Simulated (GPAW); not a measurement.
The system is Ti.

```
Ti
1.0
     4.56737    0.00000    0.00000
    -2.28369    3.95546    0.00000
     0.00000    0.00000    2.82624
Ti
3
Direct
  0.66667 0.33333 0.50000
  0.33333 0.66667 0.50000
  0.00000 0.00000 0.00000
```

This isn't the form of Ti at room conditions, which is hcp.

| Item | Value |
| --- | --- |
| Program | GPAW 26.7.0 |
| Task | relaxation of cell and atoms |
| Functional | BLYP |
| Dispersion | D3(BJ) |
| Potentials or basis | PAW data sets generated in the run's folder for this functional |
| Cutoff | 600 eV |
| Basis | pw |
| k mesh | 5 × 5 × 7 |
| Occupations | fermi-dirac, width 0.05 eV |
| Spin | no spin polarisation |

At the start: pressure -11.5 GPa; volume 17.02 Å³/atom.

Q: Where does the relaxation end?

A: Over 7 steps the energy falls by 58.3 meV/atom and the volume is 15.29 Å³/atom (-10.2 %); space group P6/mmm (No. 191, to 0.05 Å).

Step by step:
```
step  energy change (eV)  largest force (eV/Å)  pressure (GPa)  volume (Å³)
   1              0.0000                0.0000          -11.54        51.06
   2             -0.0550                0.0000           -9.97        50.17
   3             -0.1699                0.0000            1.27        45.46
   4             -0.1745                0.0000           -0.08        45.92
   5             -0.1746                0.0000           -0.02        45.90
   6             -0.1748                0.0000            0.10        45.85
   7             -0.1750                0.0000            0.03        45.87
```

Final structure:
```
CELL_PARAMETERS angstrom
4.39302 0.00000 0.00000
-2.19651 3.80447 0.00000
0.00000 0.00000 2.74484
ATOMIC_POSITIONS crystal
Ti 0.66667 0.33333 0.50000
Ti 0.33333 0.66667 0.50000
Ti 0.00000 0.00000 0.00000
```

Caveat: later steps reuse the first step's grids; pairwise dispersion overbinds metals, which lowers pressure and volume.
